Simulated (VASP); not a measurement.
# ZrB2 (P6/mmm) in VASP: settings compared, part 2 of 2

VASP 6.6.1. Earlier steps stand in the parts before.

### Step 3. Relaxation of cell and atoms, r2SCAN

This run uses another cell than the first one, of 10.25 Å³/atom, 1.035 times its volume.

Input file INCAR:

```
SYSTEM = ZrB2
PREC     = Accurate       ! precision mode
ENCUT    = 600            ! plane-wave cutoff, eV
EDIFF    = 1E-6           ! SCF threshold, eV
ISMEAR   = 1              ! smearing method
SIGMA    = 0.1            ! smearing width, eV
LREAL    = .False.        ! projectors in reciprocal space
LASPH    = .True.         ! aspherical terms in the spheres
NELM     = 80             ! most SCF steps
ALGO     = Normal         ! electronic algorithm
ISIF     = 3              ! what is computed and relaxed
LWAVE    = .False.        ! write WAVECAR
LCHARG   = .False.        ! write CHGCAR
METAGGA  = R2SCAN         ! meta-GGA
LMIXTAU  = .True.       
IBRION   = 2              ! ionic algorithm
NSW      = 90             ! ionic steps
EDIFFG   = -0.01          ! ionic threshold
```

Input file KPOINTS:

```
Automatic mesh
0
Gamma
  15 15 10
  0 0 0
```

Input file POSCAR:

```
ZrB2
1.0
    3.1700000000      0.0000000000      0.0000000000
   -1.5850000000      2.7453005300      0.0000000000
    0.0000000000      0.0000000000      3.5330000000
Zr B
1 2
Direct
    0.0000000000      0.0000000000      0.0000000000
    0.3333333300      0.6666666700      0.5000000000
    0.6666666700      0.3333333300      0.5000000000
```

Potentials or basis: VASP PAW PBE potentials, release 64 (Zr_sv, B).

Command:

```console
$ cat potpaw_PBE.64/Zr_sv/POTCAR potpaw_PBE.64/B/POTCAR > POTCAR
$ mpirun -np 1 vasp_std > vasp.out
```

OUTCAR:

```text
SYSTEM = ZrB2
   PREC = Accurate
   ENCUT = 600
   EDIFF = 1E-6
   ISMEAR = 1
   LREAL = .False.
   LASPH = .True.
   NELM = 80
   ISIF = 3
   METAGGA = R2SCAN
   IBRION = 2
   NSW = 90
   EDIFFG = -0.01

 ion  position               nearest neighbor table
   1  0.000  0.000  0.000-   2 2.54   3 2.54   2 2.54   3 2.54   3 2.54   3 2.54   2 2.54   2 2.54
                             3 2.54   3 2.54   2 2.54   2 2.54
   2  0.333  0.667  0.500-   3 1.83   3 1.83   3 1.83   1 2.54   1 2.54   1 2.54   1 2.54   1 2.54
                             1 2.54
   3  0.667  0.333  0.500-   2 1.83   2 1.83   2 1.83   1 2.54   1 2.54   1 2.54   1 2.54   1 2.54
                             1 2.54

  LATTYP: Found a hexagonal cell.
 ALAT       =     3.1700000000
 C/A-ratio  =     1.1145110410

  Lattice vectors:

 A1 = (   3.1700000000,   0.0000000000,   0.0000000000)
 A2 = (  -1.5850000000,   2.7453005300,   0.0000000000)
 A3 = (   0.0000000000,   0.0000000000,   3.5330000000)

Analysis of symmetry for initial positions (statically):
=====================================================================
 Subroutine PRICEL returns:
 Original cell was already a primitive cell.

 Routine SETGRP: Setting up the symmetry group for a
 hexagonal supercell.

 Subroutine GETGRP returns: Found 24 space group operations
 (whereof 24 operations were pure point group operations)
[... 179 lines left out ...]
  external PRESSURE =       8.2935027 kB  Pullay stress =       0.0000000 kB
[... 135 lines left out ...]
--------------------------------------- Ionic step        5  -------------------------------------------

 number of electron      18.0000000 magnetization

 Free energy of the ion-electron system (eV)
  ---------------------------------------------------
  ext. energy  EPLUGINS =         0.00000000
  ---------------------------------------------------
  free energy    TOTEN  =       -40.63990811 eV

  energy without entropy =      -40.63999746  energy(sigma->0) =      -40.63993789

 E-fermi :  10.5482     XC(G=0): -13.3544

 val. band max:       10.5097810681   @ k =   0.0667   0.0667   0.5000
 cond. band min:      10.5551428385   @ k =   0.4000   0.1333   0.0000
 fundamental gap:      0.0453617704
 Fermi energy:        10.5481506094

 k-point     1 :       0.0000    0.0000    0.0000
  band No.  band energies     occupation
      1     -39.8255      2.00000
      2     -17.3230      2.00000
      3     -16.7409      2.00000
      4     -16.7409      2.00000
      5      -3.0247      2.00000
      6       7.8624      2.00000
      7       7.8624      2.00000
      8       7.9216      2.00000
      9       7.9495      2.00000
     10      14.2004      0.00000
     11      14.2004      0.00000
     12      14.9766      0.00000
     13      14.9766      0.00000
[... 354 lines left out ...]
  band No.  band energies     occupation
      1     -39.6905      2.00000
      2     -17.6102      2.00000
      3     -17.1869      2.00000
      4     -17.1221      2.00000
      5       1.6588      2.00000
      6       1.7008      2.00000
      7       4.7281      2.00000
      8       6.9988      2.00000
      9       9.5098      2.00000
     10      10.3601      2.02309
     11      13.4302      0.00000
     12      14.9853      0.00000
     13      17.2693      0.00000

 [... further k-points ...]
[... 5 lines left out ...]
  --------------------------------------------------------------------------------------
  -------------------------------------------------------------------------------------
  Total       -0.0012658     -0.0012658     -0.0002966      0.0000000      0.0000000      0.0000000
  in kB       -0.0657193     -0.0657193     -0.0153980      0.0000000      0.0000000      0.0000000
  external PRESSURE =      -0.0489455 kB  Pullay stress =       0.0000000 kB
[... 18 lines left out ...]
  FREE ENERGIE OF THE ION-ELECTRON SYSTEM (eV)
  ---------------------------------------------------
  free  energy   TOTEN  =       -40.6399081120 eV

  energy  without entropy=      -40.6399974572  energy(sigma->0) =      -40.63993789

 reached required accuracy - stopping structural energy minimisation
```

OSZICAR:

```text
N       E                     dE             d eps       ncg     rms          rms(c)
DAV:   1     0.108218544439E+03    0.10822E+03   -0.11071E+04  4212   0.158E+03
DAV:   2    -0.421801194940E+02   -0.15040E+03   -0.14547E+03  4828   0.370E+02
DAV:   3    -0.492847705512E+02   -0.71047E+01   -0.70335E+01  7179   0.686E+01
[... 50 lines left out ...]
DAV:   2    -0.406399112988E+02    0.35005E-04   -0.12065E-04  4912   0.115E-01    0.203E-02
DAV:   3    -0.406399090148E+02    0.22840E-05   -0.35241E-05  6189   0.575E-02    0.129E-02
DAV:   4    -0.406399054782E+02    0.35366E-05   -0.68328E-06  5080   0.292E-02    0.333E-03
DAV:   5    -0.406399073006E+02   -0.18224E-05   -0.86879E-06  4867   0.338E-02    0.238E-03
DAV:   6    -0.406399081120E+02   -0.81140E-06   -0.40172E-06  4517   0.221E-02
   5 F= -.40639908E+02 E0= -.40639938E+02  d E =-.112496E-03
```

CONTCAR:

```text
ZrB2
   1.00000000000000
     3.1683221850798362    0.0000000000000000    0.0000000000000000
    -1.5841610925399181    2.7438474996562845    0.0000000000000000
     0.0000000000000000   -0.0000000000000000    3.5497105239001852
  Zr              B
     1     2
Direct
     0.0000000000000000    0.0000000000000000    0.0000000000000000
     0.3333333300000021    0.6666666699999979    0.5000000000000000
     0.6666666699999979    0.3333333300000021    0.5000000000000000

  0.00000000E+00  0.00000000E+00  0.00000000E+00
  0.00000000E+00  0.00000000E+00  0.00000000E+00
  0.00000000E+00  0.00000000E+00  0.00000000E+00
```

It took 13 min on 1 thread of Intel Xeon Platinum 8488C (Sapphire Rapids), shared host; peak memory 0.24 GiB.

What came out:

| Quantity | Value |
| --- | --- |
| Free energy | -40.6399 eV |
| Relaxed volume | 10.29 Å³/atom |
| Relaxed cell | a = 3.168 Å, b = 3.168 Å, c = 3.550 Å, α = 90.00°, β = 90.00°, γ = 120.00° |
| Space group after relaxing (to 0.05 Å) | P6/mmm (No. 191) |
| Energy gained by relaxing | 0.3 meV/atom |
| Ionic steps | 5 |
| Pressure after relaxing | 0.0 GPa |
| Band gap on the k mesh | none (metal or under the smearing width) |

Step by step:
| step | energy change (eV) | largest force (eV/Å) | pressure (GPa) | volume (Å³) |
| --- | --- | --- | --- | --- |
| 1 | 0.0000 | 0.0000 | 0.83 | 30.75 |
| 2 | -0.0005 | 0.0000 | -0.98 | 30.98 |
| 3 | -0.0008 | 0.0000 | -0.30 | 30.90 |
| 4 | -0.0009 | 0.0000 | 0.15 | 30.84 |
| 5 | -0.0009 | 0.0000 | 0.00 | 30.86 |

Final structure:
```
Zr B
1.0
     3.16832    0.00000    0.00000
    -1.58416    2.74385    0.00000
     0.00000    0.00000    3.54971
Zr B
1 2
Direct
  0.00000 0.00000 0.00000
  0.33333 0.66667 0.50000
  0.66667 0.33333 0.50000
```

Caveat: the PAW data sets were made with another functional, which shifts forces and pressure a little.

### Step 4. Relaxation of cell and atoms, r2SCAN

This run uses another cell than the first one, of 10.29 Å³/atom, 1.039 times its volume.

INCAR: that of step 3 with these lines changed.

```diff
@@ -3,3 +3,3 @@
 ENCUT    = 600            ! plane-wave cutoff, eV
-EDIFF    = 1E-6           ! SCF threshold, eV
+EDIFF    = 1E-7           ! SCF threshold, eV
 ISMEAR   = 1              ! smearing method
@@ -17,2 +17,2 @@
 NSW      = 90             ! ionic steps
-EDIFFG   = -0.01          ! ionic threshold
+EDIFFG   = -0.005         ! ionic threshold
```

KPOINTS is that of step 3.

Input file POSCAR:

```
ZrB2                                    
1.0
    3.1683221851      0.0000000000      0.0000000000
   -1.5841610925      2.7438474997      0.0000000000
    0.0000000000     -0.0000000000      3.5497105239
  Zr              B             
     1     2
Direct
     0.0000000000000000    0.0000000000000000    0.0000000000000000
     0.3333333300000021    0.6666666699999979    0.5000000000000000
     0.6666666699999979    0.3333333300000021    0.5000000000000000
```

Potentials or basis: VASP PAW PBE potentials, release 64 (Zr_sv, B).

Command:

```console
$ cat potpaw_PBE.64/Zr_sv/POTCAR potpaw_PBE.64/B/POTCAR > POTCAR
$ mpirun -np 1 vasp_std > vasp.out
```

OUTCAR:

```text
SYSTEM = ZrB2
   PREC = Accurate
   ENCUT = 600
   EDIFF = 1E-7
   ISMEAR = 1
   LREAL = .False.
   LASPH = .True.
   NELM = 80
   ISIF = 3
   METAGGA = R2SCAN
   IBRION = 2
   NSW = 90
   EDIFFG = -0.005

 ion  position               nearest neighbor table
   1  0.000  0.000  0.000-   2 2.55   3 2.55   2 2.55   3 2.55   3 2.55   3 2.55   2 2.55   2 2.55
                             3 2.55   3 2.55   2 2.55   2 2.55
   2  0.333  0.667  0.500-   3 1.83   3 1.83   3 1.83   1 2.55   1 2.55   1 2.55   1 2.55   1 2.55
                             1 2.55
[... 583 lines left out ...]
 [... further k-points ...]
[... 5 lines left out ...]
  --------------------------------------------------------------------------------------
  -------------------------------------------------------------------------------------
  Total        0.0025029      0.0025029      0.0023891      0.0000000      0.0000000      0.0000000
  in kB        0.1299472      0.1299472      0.1240410      0.0000000      0.0000000      0.0000000
  external PRESSURE =       0.1279785 kB  Pullay stress =       0.0000000 kB

 VOLUME and BASIS-vectors are now :
 -----------------------------------------------------------------------------
  energy-cutoff  :      600.00
  volume of cell :       30.86
      direct lattice vectors                 reciprocal lattice vectors
     3.168322185  0.000000000  0.000000000     0.315624467  0.182225871  0.000000000
    -1.584161093  2.743847500  0.000000000     0.000000000  0.364451742  0.000000000
     0.000000000  0.000000000  3.549710524     0.000000000  0.000000000  0.281713112

 POSITION                                       TOTAL-FORCE (eV/Angst)
 -----------------------------------------------------------------------------------
      0.00000      0.00000      0.00000        -0.000000      0.000000      0.000000
     -0.00000      1.82923      1.77486        -0.000000      0.000000      0.000000
      1.58416      0.91462      1.77486         0.000000     -0.000000     -0.000000
 -----------------------------------------------------------------------------------
    total drift:                               -0.000000     -0.000000     -0.000000

  FREE ENERGIE OF THE ION-ELECTRON SYSTEM (eV)
  ---------------------------------------------------
  free  energy   TOTEN  =       -40.6399698808 eV

  energy  without entropy=      -40.6400593660  energy(sigma->0) =      -40.63999971

 reached required accuracy - stopping structural energy minimisation
```

CONTCAR:

```text
ZrB2
   1.00000000000000
     3.1683221851000001    0.0000000000000000    0.0000000000000000
    -1.5841610925000000    2.7438474997000002    0.0000000000000000
     0.0000000000000000    0.0000000000000000    3.5497105239000000
  Zr              B
     1     2
Direct
     0.0000000000000000    0.0000000000000000    0.0000000000000000
     0.3333333300000021    0.6666666699999979    0.5000000000000000
     0.6666666699999979    0.3333333300000021    0.5000000000000000

  0.00000000E+00  0.00000000E+00  0.00000000E+00
  0.00000000E+00  0.00000000E+00  0.00000000E+00
  0.00000000E+00  0.00000000E+00  0.00000000E+00
```

Wall time 5.3 min (1 thread of Intel Xeon Platinum 8488C (Sapphire Rapids), shared host); peak memory 0.23 GiB.

What came out:

```
Free energy             : -40.6400 eV
Pressure after relaxing : 0.0 GPa
Band gap on the k mesh  : none (metal or under the smearing width)
```

Final structure:
```cif
data_structure
_symmetry_space_group_name_H-M 'P 1'
_symmetry_Int_Tables_number 1
_cell_length_a 3.1683
_cell_length_b 3.1683
_cell_length_c 3.5497
_cell_angle_alpha 90.000
_cell_angle_beta 90.000
_cell_angle_gamma 120.000
_cell_volume 30.86
loop_
_atom_site_label
_atom_site_type_symbol
_atom_site_fract_x
_atom_site_fract_y
_atom_site_fract_z
_atom_site_occupancy
Zr1 Zr 0.00000 0.00000 0.00000 1
B1 B 0.33333 0.66667 0.50000 1
B2 B 0.66667 0.33333 0.50000 1
```

Levels at points of the mesh, in eV from the Fermi level:
```csv
k point,band 7,band 8,band 9,band 10,band 11,band 12
"(0.00, 0.00, 0.00)",-2.69,-2.63,-2.60,3.65,3.65,4.43
"(0.00, 0.00, 0.50)",-0.98,-0.98,0.46,0.46,0.91,0.91
```

Caveat: the relaxation stopped at its first step, so nothing moved; the PAW data sets were made with another functional, which shifts forces and pressure a little.
